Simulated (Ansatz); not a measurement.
# SiC (Moissanite) (P6_3mc) in Ansatz: further runs

One crystal, SiC (Moissanite), is run at these levels: PBEsol; tasks: relaxation of cell and atoms.

Everything below comes from runs of Ansatz 0.2.0. Logs are shortened: lines on timing, memory, paths and dates and some standing lists are left out, and cuts for length are marked.

### 1 The crystal as given

It takes space group P6_3mc (No. 186, hexagonal). Conventional cell: a = 3.076 Å, b = 3.076 Å, c = 5.048 Å, α = 90.00°, β = 90.00°, γ = 120.00°. Around Si (site symmetry 3m) lie 4 C at 1.87 to 1.94 Å. C (site symmetry 3m) is surrounded by 4 Si at 1.87 to 1.94 Å.

### 2 Relaxation of cell and atoms, PBEsol

Contents of input.yaml:

```yaml
crystal:
  lattice:
    - [3.076, 0.0, 0.0]
    - [-1.538, 2.663894142, 0.0]
    - [0.0, 0.0, 5.048]
  atoms:
    - { symbol: Si, position: [0.6666666667, 0.3333333333, 0.5] }
    - { symbol: Si, position: [0.3333333333, 0.6666666667, 0.0] }
    - { symbol: C, position: [0.6666666667, 0.3333333333, 0.885] }
    - { symbol: C, position: [0.3333333333, 0.6666666667, 0.385] }
kpoints:
  mp_grid: { grid: [10, 10, 5] }
scf:
  occupations: { method: fermi_dirac, width: 0.05 }
hamiltonian:
  xc: pbesol
  pseudopotentials: { kind: all_electron, lapw: { basis_error: 0.002 } }
output:
  forces: true
  stress: true
relax:
  f_tol: 0.005
  max_steps: 60
  cell: {}
```

Potentials or basis: all-electron LAPW, scalar-relativistic.

Command:

```bash
> ansatz run input.yaml --threads 2 --pin off --max-ram 8192MiB --backend cpu --events-out ev --progress --plain --runs-dir out
```

Standard output:

```text
Warning: RAYON_NUM_THREADS=2 ignored (pool sized by the plan → 2); use --threads N
The last accepted step is kept in <dir> (removed where the run ends without a failure and the disk answers)
LAPW: plane waves up to 9.560 Å⁻¹, error target 2.0e-3 eV per atom; small_component_spin mean_spin; C in spheres of 0.844 Å, 6 of its electrons in bands, Dirac shells []; Si in spheres of 0.968 Å, 12 of its electrons in bands, Dirac shells [] (how accurate: hamiltonian.pseudopotentials.lapw.basis_error, Limitations)
Engine: ansatz 0.2.0, aarch64-unknown-linux-gnu
Pseudopotentials: kind: all_electron
Pseudopotential: Si, LAPW, valence charge 12, lapw/all_electron/scalar/gaussian/Si, Koelling and Harmon's equation, gaussian nucleus
Pseudopotential: C, LAPW, valence charge 6, lapw/all_electron/scalar/gaussian/C, Koelling and Harmon's equation, gaussian nucleus
Functional definition: PBEsol
  exchange = pbesol_x
  correlation = pbesol_c
Crystal: 4 atoms, lattice volume = 41.364 Å³
Basis set: ecut = 348.2409262287046 eV, 603 PW (Γ), exchange–correlation at level 2
Bands: 22, of which v1, the nominal top of the filled ones, is band 18 counted from 1 (17 counted from 0)
Symmetry: 12 space group operations
Space group: P63mc (ITA 186), of the structure as read, at distance tolerance 3.5e-5 Å
k-points: 42 of 500 (time reversal used)
Non-local potential: Si, projectors of the file, none
Non-local potential: C, projectors of the file, none
Initial density: superposition of atomic densities (chi_scale 0.1, normalization cell, long waves kept (reshape's long-wave potential 0.00 eV rms))
Initial wavefunctions: plane waves of lowest kinetic energy (no species holds an atomic orbital)
Functional: x = pbesol(κ = 0.804, μ = 0.12345679012345678), c = pbesol(β = 0.046)
iter 1 solved again at ethr=2.75e-2 eV; its pass at ethr=1.00e-1 eV (dr2=9.89e0 eV) is discarded
SCF iter   1: F=—  HF=-17825.888767 eV  |F-HF|=—  |Δ(HF+E_count)|=         —  Δρ=1.42e-1  dr2=9.90e0  ethr=2.75e-2  ⟨swp⟩=2.0  Hψ=6441  notcnv=0
preconditioner: auto → none  [insulator: Δε(μ)=4.549 eV  Ē_g=12.818 eV  σ=0.050 eV  W_gap=1.00  n_scr=10 (ndim 8)  ℏωp=23.1 eV  f_vac=0.000  D(μ)=0.00/eV (n_scr^D=0)  ε∞_Penn≈4.2]
iter 2 solved again at ethr=1.10e-3 eV; its pass at ethr=2.75e-2 eV (dr2=3.97e-1 eV) is discarded
SCF iter   2: F=—  HF=-17822.385688 eV  |F-HF|=—  |Δ(HF+E_count)|=    3.50e0  Δρ=3.89e-2  dr2=3.98e-1  ethr=1.10e-3  ⟨swp⟩=2.1  Hψ=4929  notcnv=0
SCF iter   3: F=—  HF=-17822.178001 eV  |F-HF|=—  |Δ(HF+E_count)|=         —  Δρ=1.65e-2  dr2=6.57e-2  ethr=1.10e-3  ⟨swp⟩=3.0  Hψ=2797  notcnv=0
the basis was enlarged: its passes take 164.5 KiB over the memory plan, 2 of 2 planned eigensolver slots
SCF iter   4: F=—  HF=-17822.163081 eV  |F-HF|=—  |Δ(HF+E_count)|=   1.49e-2  Δρ=9.98e-4  dr2=2.83e-4  ethr=1.82e-4  ⟨swp⟩=2.0  Hψ=2478  notcnv=0
SCF iter   5: F=—  HF=-17822.163079 eV  |F-HF|=—  |Δ(HF+E_count)|=   1.67e-6  Δρ=1.57e-4  dr2=5.00e-6  ethr=7.87e-7  ⟨swp⟩=3.0  Hψ=2597  notcnv=0
SCF iter   6: F=—  HF=-17822.163082 eV  |F-HF|=—  |Δ(HF+E_count)|=   2.50e-6  Δρ=4.33e-5  dr2=4.63e-7  ethr=1.39e-8  ⟨swp⟩=3.0  Hψ=2559  notcnv=0
SCF iter   7: F=-17822.163082 eV  HF=-17822.163082 eV  |F-HF|=2.55e-11  |Δ(HF+E_count)|=   1.06e-7  Δρ=1.34e-6  dr2=4.77e-10  ethr=1.29e-9  ⟨swp⟩=3.0  Hψ=2525  notcnv=0
SCF 1 converged in 7 iterations: F = -17822.163082 eV  dr2 = 4.77e-10
relax step   1: F+E_penalty+E_count = -17822.16308163 eV  Δ(F+E_penalty+E_count) = +0.000e0 eV  max|allowed force component| = 7.459e-1 eV/Å  Δτ_max = 0.0000 Å  P = +0.215 GPa  Ω = 41.364 Å³  (7 SCF iters, accepted)
Crystal: 4 atoms, lattice volume = 41.365 Å³
Basis set: ecut = 348.2330045771887 eV, 603 PW (Γ), exchange–correlation at level 2
Initial density: handed on by an earlier stage of this run
Initial wavefunctions: those handed on with the density
iter 1 solved again at ethr=5.07e-6 eV; its pass at ethr=1.00e-1 eV (dr2=1.82e-3 eV) is discarded
SCF iter   1: F=—  HF=-17822.184706 eV  |F-HF|=—  |Δ(HF+E_count)|=         —  Δρ=2.42e-3  dr2=2.15e-3  ethr=5.07e-6  ⟨swp⟩=4.2  Hψ=5683  notcnv=0
preconditioner: auto → none  [insulator: Δε(μ)=2.381 eV  Ē_g=11.844 eV  σ=0.050 eV  W_gap=1.00  n_scr=10 (ndim 8)  ℏωp=23.1 eV  f_vac=0.000  D(μ)=0.00/eV (n_scr^D=0)  ε∞_Penn≈4.8]
SCF iter   2: F=—  HF=-17822.184015 eV  |F-HF|=—  |Δ(HF+E_count)|=   6.91e-4  Δρ=9.51e-4  dr2=2.25e-4  ethr=5.07e-6  ⟨swp⟩=3.0  Hψ=2517  notcnv=0
iter 3 solved again at ethr=2.33e-8 eV; its pass at ethr=6.25e-7 eV (dr2=8.40e-6 eV) is discarded
SCF iter   3: F=—  HF=-17822.183985 eV  |F-HF|=—  |Δ(HF+E_count)|=   3.06e-5  Δρ=2.12e-4  dr2=8.42e-6  ethr=2.33e-8  ⟨swp⟩=2.0  Hψ=4277  notcnv=0
SCF iter   4: F=—  HF=-17822.183986 eV  |F-HF|=—  |Δ(HF+E_count)|=   9.07e-7  Δρ=5.99e-5  dr2=1.49e-6  ethr=2.33e-8  ⟨swp⟩=3.0  Hψ=2532  notcnv=0
SCF iter   5: F=-17822.183985 eV  HF=-17822.183985 eV  |F-HF|=4.42e-9  |Δ(HF+E_count)|=   6.10e-7  Δρ=4.81e-6  dr2=2.94e-9  ethr=4.13e-9  ⟨swp⟩=3.0  Hψ=2556  notcnv=0
SCF 2 converged in 5 iterations: F = -17822.183985 eV  dr2 = 2.94e-9
relax step   2: F+E_penalty+E_count = -17822.18398492 eV  Δ(F+E_penalty+E_count) = -2.090e-2 eV  max|allowed force component| = 4.422e-1 eV/Å  Δτ_max = 0.0122 Å  P = +0.140 GPa  Ω = 41.365 Å³  (5 SCF iters, accepted)
Crystal: 4 atoms, lattice volume = 41.273 Å³
Basis set: ecut = 348.75510125951547 eV, 603 PW (Γ), exchange–correlation at level 2
iter 1 solved again at ethr=1.22e-4 eV; its pass at ethr=1.00e-1 eV (dr2=4.39e-2 eV) is discarded
SCF iter   1: F=—  HF=-17822.186845 eV  |F-HF|=—  |Δ(HF+E_count)|=         —  Δρ=1.10e-2  dr2=4.58e-2  ethr=1.22e-4  ⟨swp⟩=3.9  Hψ=5143  notcnv=0
preconditioner: auto → Resta (q_TF=auto, 2.667 Å⁻¹)  ε∞=4.8  [insulator: Δε(μ)=2.187 eV  Ē_g=11.864 eV  σ=0.050 eV  W_gap=1.00  n_scr=22 (ndim 8)  ℏωp=23.1 eV  f_vac=0.000  D(μ)=0.00/eV (n_scr^D=0)  ε∞_Penn≈4.8]
SCF iter   2: F=—  HF=-17822.170742 eV  |F-HF|=—  |Δ(HF+E_count)|=   1.61e-2  Δρ=5.81e-3  dr2=1.30e-2  ethr=1.22e-4  ⟨swp⟩=2.1  Hψ=2438  notcnv=0
iter 3 solved again at ethr=2.51e-7 eV; its pass at ethr=3.62e-5 eV (dr2=9.05e-5 eV) is discarded
SCF iter   3: F=—  HF=-17822.164925 eV  |F-HF|=—  |Δ(HF+E_count)|=   5.82e-3  Δρ=5.11e-4  dr2=9.14e-5  ethr=2.51e-7  ⟨swp⟩=2.2  Hψ=4687  notcnv=0
SCF iter   4: F=—  HF=-17822.164899 eV  |F-HF|=—  |Δ(HF+E_count)|=   2.53e-5  Δρ=1.33e-4  dr2=7.45e-6  ethr=2.51e-7  ⟨swp⟩=3.0  Hψ=2491  notcnv=0
SCF iter   5: F=—  HF=-17822.164895 eV  |F-HF|=—  |Δ(HF+E_count)|=   3.90e-6  Δρ=3.01e-5  dr2=3.84e-7  ethr=2.07e-8  ⟨swp⟩=3.0  Hψ=2572  notcnv=0
SCF iter   6: F=-17822.164895 eV  HF=-17822.164895 eV  |F-HF|=3.48e-9  |Δ(HF+E_count)|=   6.86e-8  Δρ=8.49e-6  dr2=2.26e-8  ethr=1.07e-9  ⟨swp⟩=3.0  Hψ=2613  notcnv=0
SCF 3 converged in 6 iterations: F = -17822.164895 eV  dr2 = 2.26e-8
relax step   3: F+E_penalty+E_count = -17822.16489528 eV  Δ(F+E_penalty+E_count) = +1.909e-2 eV  max|allowed force component| = 5.381e-1 eV/Å  Δτ_max = 0.0184 Å  P = +0.649 GPa  Ω = 41.273 Å³  (6 SCF iters, rejected (line search))
Crystal: 4 atoms, lattice volume = 41.336 Å³
Basis set: ecut = 348.40027015436334 eV, 603 PW (Γ), exchange–correlation at level 2
iter 1 solved again at ethr=4.36e-5 eV; its pass at ethr=1.00e-1 eV (dr2=1.57e-2 eV) is discarded
SCF iter   1: F=—  HF=-17822.206900 eV  |F-HF|=—  |Δ(HF+E_count)|=         —  Δρ=6.50e-3  dr2=1.65e-2  ethr=4.36e-5  ⟨swp⟩=3.9  Hψ=5009  notcnv=0
preconditioner: auto → none  [insulator: Δε(μ)=2.326 eV  Ē_g=11.850 eV  σ=0.050 eV  W_gap=1.00  n_scr=10 (ndim 8)  ℏωp=23.1 eV  f_vac=0.000  D(μ)=0.00/eV (n_scr^D=0)  ε∞_Penn≈4.8]
iter 2 solved again at ethr=3.44e-6 eV; its pass at ethr=4.36e-5 eV (dr2=1.24e-3 eV) is discarded
SCF iter   2: F=—  HF=-17822.199395 eV  |F-HF|=—  |Δ(HF+E_count)|=   7.51e-3  Δρ=1.99e-3  dr2=1.23e-3  ethr=3.44e-6  ⟨swp⟩=2.0  Hψ=4511  notcnv=0
SCF iter   3: F=—  HF=-17822.198902 eV  |F-HF|=—  |Δ(HF+E_count)|=   4.93e-4  Δρ=3.27e-4  dr2=2.37e-5  ethr=3.43e-6  ⟨swp⟩=3.0  Hψ=2648  notcnv=0
SCF iter   4: F=—  HF=-17822.198901 eV  |F-HF|=—  |Δ(HF+E_count)|=   1.16e-6  Δρ=1.14e-4  dr2=4.08e-6  ethr=6.59e-8  ⟨swp⟩=3.0  Hψ=2568  notcnv=0
SCF iter   5: F=-17822.198900 eV  HF=-17822.198900 eV  |F-HF|=2.86e-8  |Δ(HF+E_count)|=   9.61e-7  Δρ=1.84e-5  dr2=6.51e-8  ethr=1.13e-8  ⟨swp⟩=3.0  Hψ=2544  notcnv=0
SCF 4 converged in 5 iterations: F = -17822.198900 eV  dr2 = 6.51e-8
relax step   4: F+E_penalty+E_count = -17822.19889985 eV  Δ(F+E_penalty+E_count) = -1.491e-2 eV  max|allowed force component| = 9.977e-4 eV/Å  Δτ_max = 0.0109 Å  P = +0.089 GPa  Ω = 41.336 Å³  (5 SCF iters, accepted)
Crystal: 4 atoms, lattice volume = 41.347 Å³
Basis set: ecut = 348.3358914762779 eV, 603 PW (Γ), exchange–correlation at level 2
iter 1 solved again at ethr=8.27e-10 eV; its pass at ethr=1.00e-1 eV (dr2=2.98e-7 eV) is discarded
SCF iter   1: F=—  HF=-17822.198904 eV  |F-HF|=—  |Δ(HF+E_count)|=         —  Δρ=3.42e-5  dr2=4.87e-7  ethr=8.27e-10  ⟨swp⟩=5.8  Hψ=4817  notcnv=0
preconditioner: auto → none  [insulator: Δε(μ)=2.281 eV  Ē_g=11.850 eV  σ=0.050 eV  W_gap=1.00  n_scr=10 (ndim 8)  ℏωp=23.1 eV  f_vac=0.000  D(μ)=0.00/eV (n_scr^D=0)  ε∞_Penn≈4.8]
SCF iter   2: F=-17822.198904 eV  HF=-17822.198904 eV  |F-HF|=9.07e-9  |Δ(HF+E_count)|=   1.53e-7  Δρ=1.11e-5  dr2=3.42e-8  ethr=8.27e-10  ⟨swp⟩=3.0  Hψ=2627  notcnv=0
SCF 5 converged in 2 iterations: F = -17822.198904 eV  dr2 = 3.42e-8
relax step   5: F+E_penalty+E_count = -17822.19890396 eV  Δ(F+E_penalty+E_count) = -4.117e-6 eV  max|allowed force component| = 2.851e-4 eV/Å  Δτ_max = 0.0000 Å  P = +0.025 GPa  Ω = 41.347 Å³  (2 SCF iters, accepted)
iter 1 solved again at ethr=9.51e-11 eV; its pass at ethr=1.00e-1 eV (dr2=3.42e-8 eV) is discarded
SCF iter   1: F=—  HF=-17822.198904 eV  |F-HF|=—  |Δ(HF+E_count)|=         —  Δρ=1.11e-5  dr2=3.43e-8  ethr=9.51e-11  ⟨swp⟩=3.2  Hψ=4131  notcnv=0
preconditioner: auto → none  [insulator: Δε(μ)=2.282 eV  Ē_g=11.850 eV  σ=0.050 eV  W_gap=1.00  n_scr=10 (ndim 8)  ℏωp=23.1 eV  f_vac=0.000  D(μ)=0.00/eV (n_scr^D=0)  ε∞_Penn≈4.8]
SCF iter   2: F=-17822.198904 eV  HF=-17822.198904 eV  |F-HF|=2.15e-9  |Δ(HF+E_count)|=   2.37e-9  Δρ=4.95e-6  dr2=5.16e-9  ethr=9.51e-11  ⟨swp⟩=3.0  Hψ=2540  notcnv=0
SCF 6 converged in 2 iterations: F = -17822.198904 eV  dr2 = 5.16e-9
relax step   6: F+E_penalty+E_count = -17822.19890398 eV  Δ(F+E_penalty+E_count) = -1.918e-8 eV  max|allowed force component| = 3.397e-4 eV/Å  Δτ_max = 0.0000 Å  P = +0.027 GPa  Ω = 41.347 Å³  stress off target by 2.80e-2 GPa  SCF on the basis re-selected at this cell (its energy is not comparable with the rows above)  (2 SCF iters)
basis re-selected at this cell: Δ(F+E_penalty+E_count) = -1.918e-8 eV, ΔP = +0.002 GPa vs the last step (what re-selecting the basis moved, after the strain that the cell walked since its last selection, with what the two solves' SCF thresholds leave and, on support functions, any second-order correction that the steps lacked; it is no measure of the basis error at this ecutwfc). This SCF's stress stands 2.80e-2 GPa from its target on what of the cell is left free (relax.cell.stress_tol is 5.00e-2 GPa) and its largest allowed force component is 3.40e-4 eV/Å (relax.f_tol is 5.00e-3 eV/Å): within both
SCF converged after 2 iterations
Free energy (F): -17822.198904 eV
Harris-Foulkes:  -17822.198904 eV  (|F-HF|=2.15e-9)
Internal energy: -17822.198904 eV  (E = F + TS)
E sigma→0 (E₀):  -17822.198904 eV
Fermi energy:    11.983897 eV
--- Per-component energies (eV) ---
  E_band       = -2356.836927
  E_kinetic    = 17853.782699
  E_xc         = -1396.464741
  E_electrostatic = -34279.516861  (all electrons and nuclei)
  E_smearing   = -0.000000  (= −TS)
  E_closure    = 0.000000  (closes the sum)
  E_atoms      = -17790.356461  (free atoms, spherical and without spin; not in F)
  Σ components = -17822.198904   (vs F -17822.198904, Δ=0.00e0)
  Basis errors (estimates in eV, not in F): energy 1.1e-3 per atom: plane waves 1.0e-3 (6.3e-4 summed), levels above the bands 6.6e-41, relativity 9.5e-9, radial functions 7.6e-5, core shells 1.6e-12; eigenvalues (radial functions only) 1.1e-5; not estimated: angular momenta, meshes, grids; target (lapw.basis_error) 2.0e-3; muffin-tin radii C 0.844 Å, Si 0.968 Å
--- Forces (eV/Å), atoms counted from 1 ---
  atom   1  Si    -0.00000000     0.00000000    -0.00033593
  atom   2  Si     0.00000000    -0.00000000    -0.00033593
  atom   3  C     -0.00000000     0.00000000     0.00034351
  atom   4  C      0.00000000    -0.00000000     0.00034351
  max |Σ_I F_I| component: 1.52e-5 eV/Å
--- Stress (GPa, compression-positive) ---
        0.028022      -0.000000       0.000000
       -0.000000       0.028022      -0.000000
        0.000000      -0.000000       0.024879
  P = ⅓ Tr σ = 0.0270 GPa (0.270 kbar)
--- Relaxed structure (5 steps of the walk, 4 accepted, 1 SCFs on fresh bases) ---
  F+E_penalty+E_count = -17822.19890398 eV   max|allowed force component| = 3.397e-4 eV/Å   (the final SCF, on the basis selected at the relaxed cell)
  cell:  # Å, volume = 41.3471 Å³
    - [3.0755580411289865, 0.0, 0.0]
    - [-1.5377790205644932, 2.663511394431208, 0.0]
    - [0.0, 0.0, 5.04738613034382]
  atoms:
    - { symbol: Si, position: [0.6666666666666665, 0.3333333333333333, 0.5045940001069315] }
    - { symbol: Si, position: [0.3333333333333333, 0.6666666666666666, 0.004594000106931396] }
    - { symbol: C, position: [0.6666666666666665, 0.3333333333333333, 0.8804059998930687] }
    - { symbol: C, position: [0.3333333333333333, 0.6666666666666666, 0.38040599989306867] }
```

Run time: 35 s. Hardware: 2 threads of Arm Neoverse V2, shared host; peak memory 0.32 GiB.

What came out:

```
Free energy                            : -17822.1989 eV
Relaxed volume                         : 10.34 Å³/atom
Relaxed cell                           : a = 3.076 Å, b = 3.076 Å, c = 5.047 Å, α = 90.00°, β = 90.00°, γ = 120.00°
Space group after relaxing (to 0.05 Å) : P6_3mc (No. 186)
Energy gained by relaxing              : 9.0 meV/atom
Ionic steps                            : 5
Pressure after relaxing                : 0.0 GPa
Band gap on the k mesh                 : 2.28 eV
```

Step by step:
```csv
step,energy change (eV),largest force (eV/Å),volume (Å³)
1,0.0000,0.7459,41.36
2,-0.0209,0.4422,41.37
3,-0.0358,0.0010,41.34
4,-0.0358,0.0003,41.35
5,-0.0358,0.0003,41.35
```

Final structure:
```yaml
crystal:
  lattice:
    - [3.07556, 0.00000, 0.00000]
    - [-1.53778, 2.66351, 0.00000]
    - [0.00000, 0.00000, 5.04739]
  atoms:
    - { symbol: Si, position: [0.66667, 0.33333, 0.50459] }
    - { symbol: Si, position: [0.33333, 0.66667, 0.00459] }
    - { symbol: C, position: [0.66667, 0.33333, 0.88041] }
    - { symbol: C, position: [0.33333, 0.66667, 0.38041] }
```

Caveat: an odd mesh through Γ misses points on the zone boundary, where band edges often lie.

(Part 1 of 2 ends here.)
